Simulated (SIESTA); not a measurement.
W:

```
W
1.0
    -1.58234    1.58234    1.58234
     1.58234   -1.58234    1.58234
     1.58234    1.58234   -1.58234
W
1
Direct
  0.00000 0.00000 0.00000
```

Base run:

| Item | Value |
| --- | --- |
| Program | SIESTA 5.4.2 |
| Functional | PBE |
| Potentials or basis | PseudoDojo 0.4 standard (PBE files) |
| Basis | SZP (energy shift 0.003 Ry) |
| Grid cutoff | 800 Ry |
| Energy shift | 0.003 Ry |
| k mesh | 12 × 12 × 12 |
| Occupations | fermi-dirac, width 0.05 eV |
| Spin | no spin polarisation |

Its results: band gap on the k mesh none (metal or under the smearing width); pressure 13.5 GPa.

Question: After a change of settings the same cell gave: band gap on the k mesh none (metal or under the smearing width); pressure -5.2 GPa. Which change was it?
A. basis from SZP (energy shift 0.003 Ry) to SZ (energy shift 0.003 Ry)
B. basis from SZP (energy shift 0.003 Ry) to TZP (energy shift 0.003 Ry; two zetas on semicore shells)
C. basis from SZP (energy shift 0.003 Ry) to DZP (energy shift 0.003 Ry; two zetas on semicore shells)
D. basis from SZP (energy shift 0.003 Ry) to DZ (energy shift 0.003 Ry; two zetas on semicore shells)

Answer: A.

Caveats: short orbitals over semicore shells can move pressures by several GPa; the basis of atomic orbitals isn't converged, which shifts pressures, moduli and gaps; the basis has no polarisation orbitals (some runs).
